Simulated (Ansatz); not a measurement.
V:

```xyz
1
Lattice="-0.0756 2.0481 1.8549 1.9021 0.0263 1.7529 1.8824 1.9264 0.0461" Properties=species:S:1:pos:R:3 pbc="T T T"
V     0.0000    0.0000    0.0000
```

This isn't the form of V at room conditions, which is bcc.

The cell isn't the ideal one: cell sheared at random, sigma 0.06, atoms nudged by 0.01 Å.

```yaml
Program: Ansatz 0.2.0
Task: relaxation of cell and atoms
Functional: BLYP
Dispersion: D4
Potentials_or_basis: Ansatz PAW
Cutoff: "420 eV (not typed: the program's choice for these potentials)"
k_mesh: 11 × 12 × 12
Occupations: fermi-dirac, width 0.05 eV
Spin: collinear spin, ferromagnetic start
Starting_moments: "[2.0] μB"
```

At the start: volume 13.54 Å³/atom.

How do energy, volume and symmetry change on relaxing?

It ends after 23 steps and the volume is 13.29 Å³/atom (-1.8 %); space group R-3m (No. 166, to 0.05 Å); moment 0.00 μB per cell.

The path:
```tsv
step	energy change (eV)	largest force (eV/Å)	volume (Å³)
1	0.0000	0.0000	13.54
2	-0.0807	0.0000	13.63
3	-0.1476	0.0000	13.45
4	-0.1812	0.0000	13.08
5	-0.1861	0.0000	13.29
6	-0.1872	0.0000	13.23
7	-0.1873	0.0000	13.23
8	-0.1873	0.0000	13.23
9	-0.1873	0.0000	13.23
10	-0.1874	0.0000	13.23
11	-0.1874	0.0000	13.22
12	-0.1875	0.0000	13.23
13	-0.1887	0.0000	13.26
14	-0.1889	0.0000	13.24
15	-0.1890	0.0000	13.24
16	-0.1890	0.0000	13.24
17	-0.1929	0.0000	13.24
18	-0.1935	0.0000	13.28
19	-0.1935	0.0000	13.29
20	-0.1936	0.0000	13.28
21	-0.1936	0.0000	13.29
22	-0.1936	0.0000	13.29
23	-0.1936	0.0000	13.29
```

Final structure:
```xyz
1
Lattice="-0.0064 2.1369 1.5517 2.1698 0.0747 1.4962 2.1663 2.0557 0.0698" Properties=species:S:1:pos:R:3 pbc="T T T"
V     0.0000    0.0000    0.0000
```

Caveat: the plane-wave basis is chosen anew once the cell has moved, so the energies of steps on either side of that aren't comparable; pairwise dispersion overbinds metals, which lowers pressure and volume; the PAW data sets come from PBE, with cores solved anew for the run's functional, which leaves a small shift of forces and pressure; the starting moments weren't kept.
